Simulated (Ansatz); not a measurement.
# Polar AlN (0001) films against thickness

At which thickness, if any, does a AlN (0001) film lose its gap?

Program: Ansatz 0.2.0. Level of theory: plane-wave DFT, PBEsol, Ansatz PAW. Results are calculated unless marked as measured.

### Step 1. Starting point

The cell holds 2 atoms: 1 N and 1 Al. Its edges and angles: a = 3.110 Å, b = 3.110 Å, c = 18.588 Å, α = 90.0°, β = 90.0°, γ = 120.0°. It derives from AlN (wurtzite AlN). Vacuum lies along c.

Structure file:

```
N Al
1.0
     3.11000    0.00000    0.00000
    -1.55500    2.69334    0.00000
     0.00000    0.00000   18.58764
N Al
1 1
Direct
  0.66667 0.33333 0.48419
  0.33333 0.66667 0.51581
```

### Step 2. Relaxation, 2 atoms, units 1

The structure is relaxed first, because levels and dipoles at a surface follow the positions of the outer atoms.

Input file input.yaml:

```yaml
crystal:
  lattice:
    - [3.11, 0.0, 0.0]
    - [-1.555, 2.69333901, 0.0]
    - [0.0, 0.0, 18.58764]
  atoms:
    - { symbol: "N", position: [0.66666667, 0.33333333, 0.4841927216] }
    - { symbol: Al, position: [0.33333333, 0.66666667, 0.5158072784] }
kpoints:
  mp_grid: { grid: [12, 12, 1] }
hamiltonian:
  xc: pbesol
scf:
  occupations: { method: fermi_dirac, width: 0.03 }
  convergence: { dr2_threshold: 1.0e-09 }
efield:
  axis: 3
  dipole_correction: true
  ramp_position: 0.97
  ramp_width: 0.06
relax:
  f_tol: 0.01
  max_steps: 100
output:
  write_potential: true
  write_density: true
  volumetric_format: npy
```

Command:

```console
$ ansatz run input.yaml --threads 4 --pin off --max-ram 6144MiB --backend cpu --events-out ev --progress --plain --runs-dir out
```

Numbers of over 12 decimals in the logs are rounded to 6 here.

Log:

```text
Engine: ansatz 0.2.0, aarch64-unknown-linux-gnu
Pseudopotentials: kind: paw
Pseudopotential: N, paw, valence charge 5, recommended cutoff 420 eV (normal), N.paw.azcp
Pseudopotential: Al, paw, valence charge 3, recommended cutoff 420 eV (normal), Al.paw.azcp
Functional definition: PBEsol
  exchange = pbesol_x
  correlation = pbesol_c
Crystal: 2 atoms, lattice volume = 155.695 Å³
Basis set: ecut = 420 eV, 3027 PW (Γ), exchange–correlation on 48×48×250 points (8 copies of the dense FFT grid, shifted against one another)
Bands: 8, of which v1, the nominal top of the filled ones, is band 4 counted from 1 (3 counted from 0)
Symmetry: 6 space group operations
Space group: P3m1 (ITA 156), of the structure as read, at distance tolerance 5.4e-5 Å
k-points: 19 of 144 (time reversal used)
Non-local potential: N, projectors of the file, l = 0: 2, l = 1: 2, l = 2: 1
Non-local potential: Al, projectors of the file, l = 0: 2, l = 1: 2, l = 2: 1
PAW form: soft (Blöchl's): semilocal exchange-correlation on the pseudo side does not see the compensation charge
PAW frozen core: N, regenerated for the run's functional, and the local potential with it (the file was generated under x = pbe(κ = 0.804, μ = 0.219515), c = pbe(β = 0.066725))
PAW frozen core: Al, regenerated for the run's functional, and the local potential with it (the file was generated under x = pbe(κ = 0.804, μ = 0.219515), c = pbe(β = 0.066725))
PAW one-centre angular grid: N, 110 points (default); XC on 64 Gauss nodes
PAW one-centre angular grid: Al, 110 points (default); XC on 64 Gauss nodes
Initial density: superposition of atomic densities (neutral atoms: chi_scale 0, normalization atom), corrected by the library's trained network
Initial wavefunctions: pseudopotential atomic-orbital guess
Functional: x = pbesol(κ = 0.804, μ = 0.123457), c = pbesol(β = 0.046)
SCF iter   1: F=—  HF=-903.754526 eV  |F-HF|=—  |Δ(HF+E_count)|=         —  Δρ=2.85e-3  dr2=3.84e-2  ethr=1.77e-3  p=0.151 e·Å  D=1.76e-1 V/Å  ΔV_dip=-3.27 eV  dr2_dipole=4.53e-3  V_vac-E_F(+/−)=3.38/6.65 eV  ⟨swp⟩=8.0  Hψ=1504  notcnv=0
efield: sawtooth ramp at fractional position 0.9700 (set: `efield.ramp_position`, or a place that a band, a saddle search or an elastic batch's reference lends), width 0.0600; the density the first Hamiltonian is built on has a dipole p = 0.151 e·Å; the dipole correction subtracts the counter field D = 1.76e-1 V/Å, which shifts the + side's vacuum level by -3.27 eV against the − side's; the planar-averaged density in the ramp window peaks in size at 3.6e-6 e/Å³
preconditioner: auto → none  [insulator: Δε(μ)=1.570 eV  Ē_g=10.508 eV  σ=0.030 eV  W_gap=1.00  n_scr=8 (ndim 8)  ℏωp=8.4 eV  f_vac=0.734  D(μ)=0.00/eV (n_scr^D=0)  ε∞_Penn≈1.6]
SCF iter   2: F=—  HF=-903.767603 eV  |F-HF|=—  |Δ(HF+E_count)|=   1.31e-2  Δρ=4.71e-3  dr2=1.21e-1  ethr=4.80e-4  p=0.195 e·Å  D=2.27e-1 V/Å  ΔV_dip=-4.22 eV  dr2_dipole=1.98e-2  V_vac-E_F(+/−)=2.82/7.05 eV  ⟨swp⟩=2.5  Hψ=428  notcnv=0  recentre
SCF iter   3: F=—  HF=-903.749237 eV  |F-HF|=—  |Δ(HF+E_count)|=   1.84e-2  Δρ=1.33e-3  dr2=7.01e-3  ethr=4.80e-4  p=0.160 e·Å  D=1.86e-1 V/Å  ΔV_dip=-3.46 eV  dr2_dipole=5.59e-4  V_vac-E_F(+/−)=3.28/6.75 eV  ⟨swp⟩=2.9  Hψ=336  notcnv=0
SCF iter   4: F=—  HF=-903.748525 eV  |F-HF|=—  |Δ(HF+E_count)|=   7.13e-4  Δρ=3.82e-4  dr2=1.96e-4  ethr=8.76e-5  p=0.163 e·Å  D=1.90e-1 V/Å  ΔV_dip=-3.53 eV  dr2_dipole=6.56e-6  V_vac-E_F(+/−)=3.21/6.75 eV  ⟨swp⟩=2.9  Hψ=285  notcnv=0
SCF iter   5: F=—  HF=-903.748713 eV  |F-HF|=—  |Δ(HF+E_count)|=   1.88e-4  Δρ=5.41e-5  dr2=1.49e-5  ethr=2.45e-6  p=0.160 e·Å  D=1.86e-1 V/Å  ΔV_dip=-3.45 eV  dr2_dipole=4.62e-6  V_vac-E_F(+/−)=3.22/6.68 eV  ⟨swp⟩=2.7  Hψ=288  notcnv=0
SCF iter   6: F=—  HF=-903.748720 eV  |F-HF|=—  |Δ(HF+E_count)|=   7.06e-6  Δρ=1.37e-5  dr2=2.50e-7  ethr=1.87e-7  p=0.159 e·Å  D=1.84e-1 V/Å  ΔV_dip=-3.43 eV  dr2_dipole=1.37e-8  V_vac-E_F(+/−)=3.23/6.66 eV  ⟨swp⟩=2.7  Hψ=239  notcnv=0
SCF iter   7: F=—  HF=-903.748696 eV  |F-HF|=—  |Δ(HF+E_count)|=   2.38e-5  Δρ=2.20e-6  dr2=8.95e-9  ethr=3.13e-9  p=0.159 e·Å  D=1.85e-1 V/Å  ΔV_dip=-3.43 eV  dr2_dipole=1.01e-9  V_vac-E_F(+/−)=3.23/6.66 eV  ⟨swp⟩=2.5  Hψ=212  notcnv=0
SCF iter   8: F=-903.748696 eV  HF=-903.748696 eV  |F-HF|=6.61e-10  |Δ(HF+E_count)|=   4.71e-9  Δρ=2.52e-7  dr2=8.44e-11  ethr=1.25e-11  p=0.159 e·Å  D=1.85e-1 V/Å  ΔV_dip=-3.43 eV  dr2_dipole=1.88e-12  V_vac-E_F(+/−)=3.23/6.66 eV  ⟨swp⟩=8.7  Hψ=773  notcnv=0
SCF 1 converged in 8 iterations: F = -903.748696 eV  dr2 = 8.44e-11
  greatest PAW one-centre occupation: 0.806 electrons in one spin orbital (limit 2), on the N atom at site 0 (counted from 0), in its partial waves of l = 0
relax step   1: F+E_penalty+E_count = -903.74869648 eV  Δ(F+E_penalty+E_count) = +0.000e0 eV  max|allowed force component| = 3.548e0 eV/Å  Δτ_max = 0.0000 Å  (8 SCF iters, accepted)
Initial density: handed on by an earlier stage of this run
Initial wavefunctions: those handed on with the density
iter 1 solved again at ethr=3.00e-3 eV; its pass at ethr=3.10e-3 eV (dr2=2.40e-1 eV) is discarded
SCF iter   1: F=—  HF=-904.486091 eV  |F-HF|=—  |Δ(HF+E_count)|=         —  Δρ=1.17e-2  dr2=2.40e-1  ethr=3.00e-3  p=0.159 e·Å  D=1.85e-1 V/Å  ΔV_dip=-3.43 eV  dr2_dipole=7.16e-3  V_vac-E_F(+/−)=3.30/6.73 eV  ⟨swp⟩=1.0  Hψ=1376  notcnv=0
efield: sawtooth ramp at fractional position 0.9700 (set: `efield.ramp_position`, or a place that a band, a saddle search or an elastic batch's reference lends), width 0.0600; the density the first Hamiltonian is built on has a dipole p = 0.159 e·Å; the dipole correction subtracts the counter field D = 1.85e-1 V/Å, which shifts the + side's vacuum level by -3.43 eV against the − side's; the planar-averaged density in the ramp window peaks in size at 2.8e-7 e/Å³
preconditioner: auto → none  [insulator: Δε(μ)=2.270 eV  Ē_g=11.285 eV  σ=0.030 eV  W_gap=1.00  n_scr=8 (ndim 8)  ℏωp=8.4 eV  f_vac=0.735  D(μ)=0.00/eV (n_scr^D=0)  ε∞_Penn≈1.6]
SCF iter   2: F=—  HF=-904.413952 eV  |F-HF|=—  |Δ(HF+E_count)|=   7.21e-2  Δρ=4.73e-3  dr2=2.48e-2  ethr=3.00e-3  p=0.103 e·Å  D=1.20e-1 V/Å  ΔV_dip=-2.23 eV  dr2_dipole=3.55e-6  V_vac-E_F(+/−)=3.26/5.49 eV  ⟨swp⟩=2.9  Hψ=367  notcnv=0
SCF iter   3: F=—  HF=-904.408280 eV  |F-HF|=—  |Δ(HF+E_count)|=   5.67e-3  Δρ=1.65e-3  dr2=4.35e-3  ethr=3.10e-4  p=0.105 e·Å  D=1.22e-1 V/Å  ΔV_dip=-2.27 eV  dr2_dipole=3.90e-4  V_vac-E_F(+/−)=3.38/5.65 eV  ⟨swp⟩=2.3  Hψ=322  notcnv=0
[...]
SCF iter   2: F=—  HF=-904.842151 eV  |F-HF|=—  |Δ(HF+E_count)|=   1.20e-1  Δρ=7.86e-3  dr2=3.07e-1  ethr=3.10e-3  p=-0.084 e·Å  D=-9.71e-2 V/Å  ΔV_dip=1.80 eV  dr2_dipole=4.49e-2  V_vac-E_F(+/−)=4.75/2.95 eV  ⟨swp⟩=3.8  Hψ=538  notcnv=0
SCF iter   3: F=—  HF=-904.758753 eV  |F-HF|=—  |Δ(HF+E_count)|=   8.34e-2  Δρ=2.13e-3  dr2=3.36e-3  ethr=3.10e-3  p=-0.001 e·Å  D=-1.47e-3 V/Å  ΔV_dip=0.03 eV  dr2_dipole=1.21e-4  V_vac-E_F(+/−)=3.98/3.95 eV  ⟨swp⟩=2.7  Hψ=534  notcnv=0
SCF iter   4: F=—  HF=-904.759639 eV  |F-HF|=—  |Δ(HF+E_count)|=   8.86e-4  Δρ=5.97e-4  dr2=4.81e-4  ethr=4.20e-5  p=-0.009 e·Å  D=-1.04e-2 V/Å  ΔV_dip=0.19 eV  dr2_dipole=4.83e-6  V_vac-E_F(+/−)=3.99/3.79 eV  ⟨swp⟩=3.0  Hψ=338  notcnv=0
SCF iter   5: F=—  HF=-904.759664 eV  |F-HF|=—  |Δ(HF+E_count)|=   2.54e-5  Δρ=2.49e-4  dr2=1.27e-4  ethr=6.02e-6  p=-0.010 e·Å  D=-1.13e-2 V/Å  ΔV_dip=0.21 eV  dr2_dipole=9.04e-6  V_vac-E_F(+/−)=4.02/3.81 eV  ⟨swp⟩=2.1  Hψ=271  notcnv=0
SCF iter   6: F=—  HF=-904.759640 eV  |F-HF|=—  |Δ(HF+E_count)|=   2.46e-5  Δρ=5.64e-5  dr2=5.16e-6  ethr=1.59e-6  p=-0.009 e·Å  D=-1.01e-2 V/Å  ΔV_dip=0.19 eV  dr2_dipole=4.00e-8  V_vac-E_F(+/−)=4.00/3.81 eV  ⟨swp⟩=2.3  Hψ=215  notcnv=0
SCF iter   7: F=—  HF=-904.759587 eV  |F-HF|=—  |Δ(HF+E_count)|=   5.29e-5  Δρ=7.94e-6  dr2=1.79e-7  ethr=6.46e-8  p=-0.009 e·Å  D=-9.92e-3 V/Å  ΔV_dip=0.18 eV  dr2_dipole=1.66e-8  V_vac-E_F(+/−)=4.01/3.82 eV  ⟨swp⟩=2.7  Hψ=227  notcnv=0
SCF iter   8: F=—  HF=-904.759563 eV  |F-HF|=—  |Δ(HF+E_count)|=   2.41e-5  Δρ=8.94e-7  dr2=2.11e-9  ethr=2.24e-9  p=-0.009 e·Å  D=-9.97e-3 V/Å  ΔV_dip=0.19 eV  dr2_dipole=2.22e-10  V_vac-E_F(+/−)=4.01/3.82 eV  ⟨swp⟩=2.5  Hψ=214  notcnv=0
SCF iter   9: F=-904.759563 eV  HF=-904.759563 eV  |F-HF|=5.80e-12  |Δ(HF+E_count)|=  8.02e-10  Δρ=2.03e-7  dr2=7.08e-11  ethr=1.25e-11  p=-0.009 e·Å  D=-9.97e-3 V/Å  ΔV_dip=0.19 eV  dr2_dipole=9.98e-13  V_vac-E_F(+/−)=4.01/3.82 eV  ⟨swp⟩=8.0  Hψ=718  notcnv=0
SCF 3 converged in 9 iterations: F = -904.759563 eV  dr2 = 7.08e-11
  greatest PAW one-centre occupation: 0.788 electrons in one spin orbital (limit 2), on the N atom at site 0 (counted from 0), in its partial waves of l = 0
relax step   3: F+E_penalty+E_count = -904.75956288 eV  Δ(F+E_penalty+E_count) = -3.516e-1 eV  max|allowed force component| = 1.416e-1 eV/Å  Δτ_max = 0.1872 Å  (9 SCF iters, accepted)
SCF iter   1: F=—  HF=-904.762244 eV  |F-HF|=—  |Δ(HF+E_count)|=         —  Δρ=6.43e-4  dr2=2.81e-3  ethr=3.49e-4  p=-0.009 e·Å  D=-9.97e-3 V/Å  ΔV_dip=0.19 eV  dr2_dipole=4.77e-4  V_vac-E_F(+/−)=4.00/3.82 eV  ⟨swp⟩=2.9  Hψ=606  notcnv=0
efield: sawtooth ramp at fractional position 0.9700 (set: `efield.ramp_position`, or a place that a band, a saddle search or an elastic batch's reference lends), width 0.0600; the density the first Hamiltonian is built on has a dipole p = -0.009 e·Å; the dipole correction subtracts the counter field D = -9.97e-3 V/Å, which shifts the + side's vacuum level by +0.19 eV against the − side's; the planar-averaged density in the ramp window peaks in size at 1.2e-7 e/Å³
preconditioner: auto → none  [insulator: Δε(μ)=2.994 eV  Ē_g=11.566 eV  σ=0.030 eV  W_gap=1.00  n_scr=8 (ndim 8)  ℏωp=8.4 eV  f_vac=0.745  D(μ)=0.00/eV (n_scr^D=0)  ε∞_Penn≈1.5]
SCF iter   2: F=—  HF=-904.761781 eV  |F-HF|=—  |Δ(HF+E_count)|=   4.63e-4  Δρ=3.77e-4  dr2=1.37e-3  ethr=3.51e-5  p=0.006 e·Å  D=6.68e-3 V/Å  ΔV_dip=-0.12 eV  dr2_dipole=2.44e-4  V_vac-E_F(+/−)=3.85/3.97 eV  ⟨swp⟩=3.1  Hψ=444  notcnv=0
SCF iter   3: F=—  HF=-904.761376 eV  |F-HF|=—  |Δ(HF+E_count)|=   4.05e-4  Δρ=1.49e-4  dr2=1.33e-5  ethr=1.71e-5  p=-0.000 e·Å  D=-3.55e-4 V/Å  ΔV_dip=0.01 eV  dr2_dipole=5.07e-8  V_vac-E_F(+/−)=3.91/3.91 eV  ⟨swp⟩=2.6  Hψ=279  notcnv=0
SCF iter   4: F=—  HF=-904.761324 eV  |F-HF|=—  |Δ(HF+E_count)|=   5.21e-5  Δρ=1.66e-5  dr2=2.94e-7  ethr=1.67e-7  p=-0.000 e·Å  D=-1.81e-4 V/Å  ΔV_dip=0.00 eV  dr2_dipole=3.89e-9  V_vac-E_F(+/−)=3.91/3.91 eV  ⟨swp⟩=2.3  Hψ=223  notcnv=0
SCF iter   5: F=—  HF=-904.761301 eV  |F-HF|=—  |Δ(HF+E_count)|=   2.28e-5  Δρ=1.09e-5  dr2=2.00e-7  ethr=3.67e-9  p=-0.000 e·Å  D=-8.66e-5 V/Å  ΔV_dip=0.00 eV  dr2_dipole=2.53e-10  V_vac-E_F(+/−)=3.91/3.91 eV  ⟨swp⟩=2.0  Hψ=228  notcnv=0
SCF iter   6: F=—  HF=-904.761301 eV  |F-HF|=—  |Δ(HF+E_count)|=   4.71e-8  Δρ=3.82e-6  dr2=2.22e-8  ethr=2.51e-9  p=-0.000 e·Å  D=-8.70e-5 V/Å  ΔV_dip=0.00 eV  dr2_dipole=7.84e-11  V_vac-E_F(+/−)=3.91/3.91 eV  ⟨swp⟩=2.0  Hψ=216  notcnv=0
SCF iter   7: F=-904.761301 eV  HF=-904.761301 eV  |F-HF|=6.54e-11  |Δ(HF+E_count)|=   5.14e-9  Δρ=6.36e-7  dr2=4.27e-10  ethr=1.25e-11  p=-0.000 e·Å  D=-8.45e-5 V/Å  ΔV_dip=0.00 eV  dr2_dipole=8.38e-13  V_vac-E_F(+/−)=3.91/3.91 eV  ⟨swp⟩=6.1  Hψ=821  notcnv=0
SCF 4 converged in 7 iterations: F = -904.761301 eV  dr2 = 4.27e-10
relax step   4: F+E_penalty+E_count = -904.76130122 eV  Δ(F+E_penalty+E_count) = -1.738e-3 eV  max|allowed force component| = 1.223e-3 eV/Å  Δτ_max = 0.0122 Å  (7 SCF iters, accepted)
NSCF: frozen V_eff on 19 k-points
the band table was solved once a step of the walk had ended and its energy, with any forces and stress, was formed, with the checks that follow a solve (1693 applications of the Hamiltonian). They found nothing against the state; the energy, forces and stress were not computed again (output.eigenvalues in the input reference)
WARN: The input density's exchange-correlation potential varies sharply where the density is thin. Do not read a vacuum level from v_tot or v_xc, or from such a field of the output density. On a cell that repeats whose density bears no net charge and no dipole along the vacuum's axis use v_es (v_loc + v_h of the components); under efield.dipole_correction with no amplitude use v_es + v_field, which holds any external [...]
SCF converged after 7 iterations
Free energy (F): -904.761301 eV
Harris-Foulkes:  -904.761301 eV  (|F-HF|=6.54e-11)
Internal energy: -904.761301 eV  (E = F + TS)
E sigma→0 (E₀):  -904.761301 eV
Fermi energy:    -2.246645 eV
Dipole field:    D = -0.000083 V/Å  (p = -0.000072 e·Å, saw-weighted, corrected)
Work function:   Φ+ = 3.9097 eV   Φ− = 3.9081 eV
Levels:          The Fermi level and band energies are counted from a zero that moves with the ramp; work functions are not
--- Per-component energies (eV) ---
  E_band       = -67.795363
  E_kinetic    = 155.783782
  E_local      = -1992.887255  (includes V_loc(G=0)·N_el)
  E_nonlocal   = 56.378625
  E_hartree    = 920.699844
  E_xc         = -98.920597
  E_vxc        = -105.030884  (∫ρ·V_xc dr)
  E_paw        = -577.894211  (= ΣΔE_a)
  E_vpaw       = -23.439545  (= ΣTr[D̂ρ^β])
  E_aug_tail   = 0.000092  (compensation charges beyond the density's cutoff)
  E_efield     = 0.000000  (sawtooth field / dipole correction)
  E_vefield    = 0.000000  (∫n·V_field dr)
  E_ewald      = 632.031181
  E_core_change = 0.047238  (= ΣΔE_core)
  E_smearing   = -0.000000  (= −TS)
  E_closure    = 0.000000  (closes the sum)
  Σ components = -904.761301   (vs F -904.761301, Δ=0.00e0)
--- Forces (eV/Å), atoms counted from 1 ---
  atom   1  N      0.00000000     0.00000000    -0.00124181
  atom   2  Al     0.00000000    -0.00000000     0.00120509
  max |Σ_I F_I| component: 3.67e-5 eV/Å
--- Band table (eV; the first three rows and the last of 19) ---
  k-point 0: bands = ["-17.4242", "-6.0596", "-4.4479", "-4.4479", "-0.7641", "1.2841", "1.6711", "2.6085"]
  k-point 1: bands = ["-17.3475", "-5.9631", "-4.8340", "-4.5043", "-0.5021", "1.3956", "1.8256", "2.7863"]
  k-point 2: bands = ["-17.1276", "-5.7252", "-5.6821", "-4.6527", "0.0989", "1.7012", "2.2747", "3.1596"]
  k-point 18: bands = ["-15.7883", "-7.5872", "-7.4175", "-3.7571", "2.3118", "4.4322", "4.5236", "5.4020"]
--- Relaxed structure (4 steps of the walk, 4 accepted, 0 SCFs on fresh bases) ---
  F+E_penalty+E_count = -904.76130122 eV   max|allowed force component| = 1.223e-3 eV/Å
  atoms:
    - { symbol: N, position: [0.666667, 0.333333, 0.500006] }
    - { symbol: Al, position: [0.333333, 0.666667, 0.499994] }
```

Wall time 2.2 s (4 threads of Arm Neoverse V2, shared host); peak memory 0.4 GiB; 7.9 s of CPU time.

Step by step:

```csv
step,energy less that of the first step (eV),largest force component (eV/Å)
1,0.0000,3.5476
2,-0.6593,2.0301
3,-1.0109,0.1416
4,-1.0126,0.0012
```

Forces are held to the 6 operations that the run works with; a distortion that breaks them can't arise in this run.

The atoms that moved most (Å):

```csv
atom,dx,dy,dz,length
N1,0.000,0.000,0.294,0.294
Al2,0.000,0.000,-0.294,0.294
```

The relaxed structure:

```xyz
2
Lattice="3.1100 0.0000 0.0000 -1.5550 2.6933 0.0000 0.0000 0.0000 18.5876" Properties=species:S:1:pos:R:3
N     1.5550    0.8978    9.2939
Al    0.0000    1.7956    9.2937
```

This step gave:

| Property | Result |
| --- | --- |
| gap on the k-mesh | 2.993 eV |
| dipole along the normal | -7.15e-5 e·Å |
| ionisation energy, upper face | 5.420 eV |
| electron affinity, upper face | 2.427 eV |

Running mean over 2.49 Å of the planar mean; the ramp of the sawtooth is left out. Table of electron's electrostatic potential energy less the Fermi level by z:

```csv
z (Å),electron's electrostatic potential energy less the Fermi level (eV)
3.0,3.91
3.5,3.91
4.0,3.91
4.5,3.91
5.0,3.91
5.5,3.90
6.0,3.89
6.5,3.82
7.0,3.55
7.5,2.44
8.0,-0.308
8.5,-3.29
9.0,-4.61
9.5,-4.70
10.0,-3.65
10.5,-0.885
11.0,2.10
11.5,3.45
12.0,3.80
12.5,3.88
13.0,3.90
13.5,3.91
14.0,3.91
14.5,3.91
15.0,3.91
15.5,3.91
```

The relaxation took 4 steps and lowered the energy by 1.0 eV; the largest force on the free atoms ends at 0.0012 eV/Å.

The gap is 2.99 eV, with the valence edge 5.42 eV and the conduction edge 2.43 eV under the upper vacuum level.

(Part 1 of 5 ends here.)

[Logs are printed without paths, hosts, clocks, repeated set-up lines and the standing remarks that a program may print on its own settings, such as how far it seeks lower states.]

[Hosts, paths, dates, database ids (printed as entryN), source tags and the programs' standing remarks are cut or masked in the printed files.]

[Maps of the electrostatic potential energy from Ansatz leave out the sawtooth potential of an applied field or a dipole correction, so their vacuum need not be flat; planar profiles and work functions include it.]
